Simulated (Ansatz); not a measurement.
# SmH3: the cost of one run

Method: DFT PBE, scalar-relativistic, plane waves, PAW; 4f electrons in the core of a trivalent norm-conserving potential, in Ansatz 0.2.0.

## Step 1: The structure to begin with

Symmetry: P6_3/mmc, No. 194, hexagonal system. The conventional cell has a = 5.315 Å, b = 5.315 Å, c = 4.160 Å, α = 90.00°, β = 90.00°, γ = 120.00°. Sm (site symmetry -6m2) has 12 H at 2.57 to 2.66 Å in its first shell of neighbours. H (site symmetry mm2) is surrounded by 4 Sm at 2.57 to 2.66 Å and 6 H at 2.60 to 2.62 Å.

As a file:

```
CELL_PARAMETERS angstrom
5.31540 0.00000 0.00000
-2.65770 4.60327 0.00000
0.00000 0.00000 4.15982
ATOMIC_POSITIONS crystal
Sm 0.33333 0.66667 0.75000
Sm 0.66667 0.33333 0.25000
H 0.16873 0.33746 0.25000
H 0.66254 0.83127 0.25000
H 0.16873 0.83127 0.25000
H 0.83127 0.66254 0.75000
H 0.33746 0.16873 0.75000
H 0.83127 0.16873 0.75000
```

The cell is invented: species swapped into a database cell of VRu3 (P6_3/mmc, No. 194), with Sm on the V sites and H on the Ru sites. Lengths come from tabulated atomic sizes and are only a guess.

## Step 2: The guess as it stands, on a coarse mesh

The input, input.yaml:

```yaml
crystal:
  lattice:
    - [5.31540088, 0.0, 0.0]
    - [-2.65770044, 4.60327219, 0.0]
    - [0.0, 0.0, 4.15982121]
  atoms:
    - { symbol: Sm, position: [0.33333333, 0.66666667, 0.75] }
    - { symbol: Sm, position: [0.66666667, 0.33333333, 0.25] }
    - { symbol: H, position: [0.16873226, 0.33746451, 0.25] }
    - { symbol: H, position: [0.66253549, 0.83126774, 0.25] }
    - { symbol: H, position: [0.16873226, 0.83126774, 0.25] }
    - { symbol: H, position: [0.83126774, 0.66253549, 0.75] }
    - { symbol: H, position: [0.33746451, 0.16873226, 0.75] }
    - { symbol: H, position: [0.83126774, 0.16873226, 0.75] }
basis:
  ecutwfc: 690
kpoints:
  mp_grid: { grid: [6, 6, 4] }
hamiltonian:
  xc: pbe
  pseudopotentials:
    kind: paw
    azcp: { Sm: "pseudopotentials/pbe/nc/lanthanide_3plus/Sm.nc.azcp" }
scf:
  occupations: { method: gaussian, width: 0.1 }
  lower_state_search: "off"
output:
  forces: true
  stress: true
  eigenvalues: true
```

On the command line:

```
> ansatz run input.yaml --threads 1 --pin off --max-ram 2560MiB --backend cpu --events-out ev --progress --plain --runs-dir out
```

What time and memory should one allow on 1 thread of Intel Xeon at 2.70GHz, shared host?

About 8.1 s, with a peak of 0.41 GiB.
